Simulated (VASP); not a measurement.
Wanted: the native input for a VASP 6.6.1 run.

```
Task                               : band structure
Functional                         : r2SCANh
Potentials or basis                : VASP PAW PBE potentials, release 64 (Si)
Cutoff                             : 520 eV
k mesh                             : 6 × 6 × 6
Occupations                        : fermi-dirac, width 0.05 eV
Spin                               : no spin polarisation
Grid for exact exchange (PRECFOCK) : Fast
Exchange at q = 0                  : truncated
Further INCAR settings             : ALGO = Normal; EDIFF = 1e-06
```

Si:

```
CELL_PARAMETERS angstrom
2.62054 0.00000 0.00000
-1.31027 2.26946 0.00000
0.00000 0.00000 2.46635
ATOMIC_POSITIONS crystal
Si 0.00000 0.00000 0.00000
```

This isn't the form of Si at room conditions, which is diamond.

These files were run (other wordings do the same):

POSCAR

```
Si
1.0
    2.6205428149      0.0000000000      0.0000000000
   -1.3102714075      2.2694566494      0.0000000000
    0.0000000000      0.0000000000      2.4663543900
Si
1
Direct
    0.0000000000      0.0000000000      0.0000000000
```

INCAR.step1

```
  PREC = Accurate
  ENCUT = 520
  EDIFF = 1E-5
  ISMEAR = -1
  SIGMA = 0.05
  LREAL = False
  LASPH = True
  NELM = 60
  ALGO = Normal
  ISIF = 2
  LWAVE = True
  LCHARG = False
  GGA = PE
```

INCAR.step2

```
  PREC = Accurate
  ENCUT = 520
  EDIFF = 1E-6
  ISMEAR = -1
  SIGMA = 0.05
  LREAL = False
  LASPH = True
  NELM = 60
  ALGO = Normal
  ISIF = 2
  LWAVE = False
  LCHARG = False
  METAGGA = R2SCAN
  LHFCALC = True
  AEXX = 0.1
  LMIXTAU = True
  PRECFOCK = Fast
  ISTART = 1
  HFRCUT = -1
```

KPOINTS

```
Automatic mesh
0
Gamma
  6 6 6
```

KPOINTS_OPT

```
path GMKGALHA,LM,KH
10
line-mode
reciprocal
 0.0000000000  0.0000000000  0.0000000000  G
 0.5000000000  0.0000000000  0.0000000000  M

 0.5000000000  0.0000000000  0.0000000000  M
 0.3333333333  0.3333333333  0.0000000000  K

 0.3333333333  0.3333333333  0.0000000000  K
 0.0000000000  0.0000000000  0.0000000000  G

 0.0000000000  0.0000000000  0.0000000000  G
 0.0000000000  0.0000000000  0.5000000000  A

 0.0000000000  0.0000000000  0.5000000000  A
 0.5000000000  0.0000000000  0.5000000000  L

 0.5000000000  0.0000000000  0.5000000000  L
 0.3333333333  0.3333333333  0.5000000000  H

 0.3333333333  0.3333333333  0.5000000000  H
 0.0000000000  0.0000000000  0.5000000000  A

 0.5000000000  0.0000000000  0.5000000000  L
 0.5000000000  0.0000000000  0.0000000000  M

 0.3333333333  0.3333333333  0.0000000000  K
 0.3333333333  0.3333333333  0.5000000000  H
```

Potentials or basis: VASP PAW PBE potentials, release 64 (Si).

The run is started by

```bash
$ cat potpaw_PBE.64/Si/POTCAR > POTCAR
$ cp INCAR.step1 INCAR
$ mpirun -np 1 vasp_std > vasp.out
$ cp INCAR.step2 INCAR
$ mpirun -np 1 vasp_std > vasp.out
```

It gave:

| Item | Value |
| --- | --- |
| Pressure | 2.7 GPa |
| Band gap along the path | none (metal or under the smearing width) |

Caveat: the k mesh is coarse (spacing up to 0.46 Å⁻¹), so the values aren't converged, least of all with exact exchange; the PAW data sets were made with another functional, which shifts forces and pressure a little.

It took 70 s on 1 thread of Intel(R) Xeon(R) 6975P-C (Granite Rapids), with other jobs on the host, peak memory 0.14 GiB.
